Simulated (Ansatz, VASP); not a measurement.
# One calculation of HfO2, two programs

File INCAR:

```
ALGO = Normal
EDIFF = 1E-6
ENCUT = 520
GGA = PS
ISIF = 2
ISMEAR = 0
LASPH = True
LCHARG = False
LREAL = False
LWAVE = False
NBANDS = 18
NELM = 80
PREC = Accurate
SIGMA = 0.05
```

The input KPOINTS:

```
k-points
0
Gamma
  8 8 8
```

Contents of POSCAR:

```
HfO2
1.0
   -0.0688854843      2.5536583356      2.5536583356
    2.5536583356     -0.0688854843      2.5536583356
    2.5536583356      2.5536583356     -0.0688854843
Hf O
1 2
Direct
    0.0000000000      0.0000000000      0.0000000000
    0.2500000000      0.2500000000      0.2500000000
    0.7500000000      0.7500000000      0.7500000000
```

Input for Ansatz:

```yaml
crystal:
  lattice:
    - [-0.0688854843, 2.5536583356, 2.5536583356]
    - [2.5536583356, -0.0688854843, 2.5536583356]
    - [2.5536583356, 2.5536583356, -0.0688854843]
  atoms:
    - { symbol: Hf, position: [0.0, 0.0, 0.0] }
    - { symbol: O, position: [0.25, 0.25, 0.25] }
    - { symbol: O, position: [0.75, 0.75, 0.75] }
basis:
  ecutwfc: 520.0
kpoints:
  mp_grid: { grid: [8, 8, 8] }
hamiltonian:
  xc: pbesol
  pseudopotentials: { kind: paw, azcp: { folder: soft_1 } }
scf:
  occupations: { method: gaussian, width: 0.05 }
output:
  forces: true
  stress: true
  eigenvalues: true
```

Alike in both runs: task single point; functional PBEsol; k mesh 8 × 8 × 8; occupations gaussian, width 0.05 eV; no spin polarisation.

|  | VASP | Ansatz |
| --- | --- | --- |
| version | VASP 6.6.1 | Ansatz 0.2.0 |
| potentials or method | VASP PAW PBE potentials, release 64 (Hf_pv, O) | scalar-relativistic, plane waves, PAW |
| plane-wave cutoff (eV) | 520 | 520 |
| valence electrons in the cell | 22 | 38 |

|  | VASP | Ansatz | Ansatz less VASP |
| --- | --- | --- | --- |
| gap on the k mesh at the Fermi level (eV) | 3.53 | 3.53 | -0.003 |
| least direct gap on the mesh (eV) | 3.53 | 3.53 | -0.003 |
| pressure (GPa) | -20.0 | -16.9 | +3.10 |
| largest component of the traceless stress (GPa) | 1.82 | 1.93 | +0.118 |
| rms of the force components (eV/Å) | 0.097 | 0.110 | +0.0126 |

Atom by atom the forces differ by 0.013 eV/Å (rms over components). The functional is the same, so the differences come from potentials, cutoffs and numerics. The two sets of potentials don't hold the same shells in valence. Ansatz warned: «pseudo_functional_mismatch».

Caveats: so large a pressure means that the cell lies far from this level's equilibrium, or that cutoff or potentials fall short (VASP); the potentials were made for another functional, which shifts forces and pressure (VASP); spin-orbit coupling is left out, which moves the levels of the heavy elements. A k mesh can miss the band edges.
